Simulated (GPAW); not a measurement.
Predicting one run from its neighbours: the energy of slabs against their depth, a (111) slab of Li2O (cut from a parent of space group no. 225; 9 atoms in the cell)

```yaml
crystal:
  lattice:
    - [3.25050, 0.00000, 0.00000]
    - [1.62525, 2.81501, 0.00000]
    - [0.00000, 0.00000, 20.63500]
  atoms:
    - { symbol: Li, position: [0.33333, 0.33333, 0.33923] }
    - { symbol: Li, position: [0.00000, 0.00000, 0.40354] }
    - { symbol: Li, position: [0.66667, 0.66667, 0.46785] }
    - { symbol: Li, position: [0.33333, 0.33333, 0.53215] }
    - { symbol: Li, position: [0.00000, 0.00000, 0.59646] }
    - { symbol: Li, position: [0.66667, 0.66667, 0.66077] }
    - { symbol: O, position: [0.66667, 0.66667, 0.37138] }
    - { symbol: O, position: [0.00000, 0.00000, 0.50000] }
    - { symbol: O, position: [0.33333, 0.33333, 0.62862] }
```
(The smallest cell of the table.)

Level of theory: LDA (Perdew-Wang 92), GPAW PAW datasets LDA (gpaw-data 1.0.1) (plane waves; GPAW).

Base settings: mode = pw; ecut = 950 eV; xc = LDA; kpts = 4 4 1; mesh shift (steps) = 0 0 0; occupations.name = fermi-dirac; occupations.width = 0.02 eV; nbands = -10; convergence.density = 1e-05 e/electron; symmetry.symmorphic = false.

The starting cell has typed, rounded lattice constants, without a prior relaxation at this level. The slab is cut from that crystal, and its faces are unrelaxed. Its lattice was rescaled by up to half a per cent. Spin polarisation is off, though cut faces can carry moments.

Deep slabs follow E = 2Aγ + N·e, so a straight line through E against N gives the surface energy without a separate bulk run; a round N·e is taken off to keep the numbers short. The area A is 9.150 Å².

```
atoms N  E − N·(-5.227 eV) (eV)
-------  ----------------------
9                        0.6016
12                            ?
15                       0.4519
18                       0.3771
21                       0.3023
27                       0.1526
33                       0.0028
```

**Question.** Fit the line to the 6 rows given and predict the withheld one.

**Answer.** Means: x̄ = 20.500, ȳ = 0.31472. Σ(x − x̄)(y − ȳ) = -9.169 and Σ(x − x̄)² = 367.5, so b = -0.02495 and a = ȳ − b·x̄ = 0.82620; γ = a/2A = 0.723 J/m² (unrelaxed) and e = -5.2519 eV per atom. The largest residual of the fitted rows is 5.0e-5. At x = 12 the line gives 0.5268 eV. The run gave 0.5268 eV, a miss of 0.0000 eV. The table is a window of a longer ladder. The rows were chosen because the form fits them, the withheld one included, so this shows the method and is no test of the form.

Left out of this page: 1 run of the series outside the window shown, repeating another row's setting, or not comparable.
